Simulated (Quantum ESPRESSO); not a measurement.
## Ti2O in Quantum ESPRESSO: the effect of target pressure

Crystal: Ti2O.

```
Ti O
1.0
     2.91940    0.00000    0.00000
    -1.45970    2.52827    0.00000
     0.00000    0.00000    4.71300
Ti O
2 1
Cartesian
  0.0000 1.6855 3.3993
  1.4597 0.8428 1.3137
  0.0000 0.0000 0.0000
```

Alike in all runs:

| Quantity | Value |
| --- | --- |
| Program | Quantum ESPRESSO 7.5 |
| Task | relaxation of cell and atoms |
| Functional | PBEsol |
| Potentials or basis | GBRV 1.5 PBEsol |
| Cutoff | 707 eV |
| Density cutoff | 5633 eV |
| k mesh | 10 × 10 × 6 |
| Occupations | fermi-dirac, width 0.05 eV |
| Spin | no spin polarisation |

Each run relaxes the cell or the atoms first.

Q: One run gave: relaxed volume 10.57 Å³/atom. Which target pressure did it use?
A. 5 GPa
B. 30 GPa
C. 20 GPa
D. 2 GPa
E. 0 GPa

A: B.

```csv
target pressure,relaxed volume (Å³/atom)
0 GPa,11.90
2 GPa,11.78
5 GPa,11.61
10 GPa,11.36
20 GPa,10.93
30 GPa,10.57
```
